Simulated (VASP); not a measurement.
Crystal: Sb.

```
Sb
1.0
    -1.57654    1.57654    2.71194
     1.57654   -1.57654    2.71194
     1.57654    1.57654   -2.71194
Sb
1
Direct
  0.00000 0.00000 0.00000
```

This isn't the form of Sb at room conditions, which is rhombohedral.

```yaml
Program: VASP 6.6.1
Task: relaxation of cell and atoms
Functional: LDA
Potentials_or_basis: VASP PAW LDA potentials, release 64 (Sb)
Cutoff: 600 eV
k_mesh: 10 × 10 × 10
Occupations: fermi-dirac, width 0.05 eV
Spin: no spin polarisation
```

At the start: pressure -2.1 GPa; volume 26.96 Å³/atom.

Problem. How do energy, volume and symmetry change on relaxing?

Solution. Over 4 steps the energy falls by 6.1 meV/atom and the volume is 26.08 Å³/atom (-3.3 %); space group I4/mmm (No. 139, to 0.05 Å).

The path:
```csv
step,energy change (eV),largest force (eV/Å),pressure (GPa),volume (Å³)
1,0.0000,0.0000,-2.15,26.96
2,-0.0035,0.0000,1.51,25.58
3,-0.0060,0.0000,-0.02,26.10
4,-0.0061,0.0000,0.00,26.08
```

Final structure:
```xyz
1
Lattice="-1.5595 1.5595 2.6806 1.5595 -1.5595 2.6806 1.5595 1.5595 -2.6806" Properties=species:S:1:pos:R:3 pbc="T T T"
Sb    3.1191    0.0000    0.0000
```
